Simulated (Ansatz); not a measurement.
How far is PAW off for In?

```xyz
1
Lattice="-1.8309 1.8309 1.9072 1.8309 -1.8309 1.9072 1.8309 1.8309 -1.9072" Properties=species:S:1:pos:R:3 pbc="T T T"
In    0.0000    0.0000    0.0000
```

The structure comes from a relaxation in the same program, started in the bcc type. Whether it is a known phase or the ground state wasn't checked. The listed cell was then made from it by scaling, straining or moving an atom.

No spin–orbit coupling, which matters for the heavy atoms here.

Levels of theory: DFT, PBE, PAW with Ansatz's default frozen-core files, scalar-relativistic (Ansatz 0.2.0); DFT, PBE, all-electron PAW with datasets made for the crystal, scalar-relativistic (Ansatz 0.2.0); DFT, PBE, all-electron LAPW, scalar-relativistic (Ansatz 0.2.0).

For PAW: a Γ-centred 15×15×15 k mesh, Fermi–Dirac smearing of 0.05 eV, cutoff 420 eV, no spin polarisation. The crystal-made all-electron datasets (AE datasets) take a cutoff of 260 eV at this cell. LAPW targets a basis error of 1 meV/atom. The Ansatz runs share mesh, smearing and spin set-up. Plane-wave (PAW) pressures include the program's estimate of the Pulay term.

Stress and pressure are positive in compression.

The change that made this cell: x and y strained by -4 %, z held.

```
       quantity   PAW  AE datasets  LAPW
 pressure (GPa)  3.46         3.46  3.46
stress xx (GPa)  3.30         3.30  3.30
stress zz (GPa)  3.77         3.77  3.77
```

PAW's pressure differs from the LAPW value by about 0.01 GPa or less.
